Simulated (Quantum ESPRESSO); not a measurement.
CoO:

```
Co O
1.0
    -1.50800    1.50800    2.10725
     1.50800   -1.50800    2.10725
     1.50800    1.50800   -2.10725
Co O
1 1
Direct
  0.00000 0.00000 0.00000
  0.50000 0.50000 0.00000
```

Base run:

| Property | Result |
| --- | --- |
| Program | Quantum ESPRESSO 7.5 |
| Functional | LDA |
| Potentials or basis | PseudoDojo 0.4.1 SR PBEsol standard |
| Cutoff | 1306 eV |
| Density cutoff | 5225 eV |
| k mesh | 9 × 9 × 9 |
| Occupations | gaussian, width 0.05 eV |
| Spin | collinear spin, ferromagnetic start |
| Starting moments | [3.0, 0.0] μB |
| Hubbard terms | Co d U = 2 eV |

Its results: band gap on the k mesh none (metal or under the smearing width); pressure -16.5 GPa; net moment 2.81 μB per cell; site moments Co +2.40; O +0.28 μB.

After a change of settings the same cell gave: band gap on the k mesh none (metal or under the smearing width); pressure -7.6 GPa; net moment 3.00 μB per cell; site moments Co +2.55; O +0.32 μB. Which change was it?
A. functional from LDA to RPBE
B. functional from LDA to PBE
C. functional from LDA to PBEsol
D. functional from LDA to revPBE

C.

PBEsol binds less tightly than LDA, so the same cell stands under more pressure.

Caveats: a cell with one magnetic atom can't hold antiferromagnetic order, which such compounds often take; the potentials were made for another functional, which shifts forces and pressure (some runs).
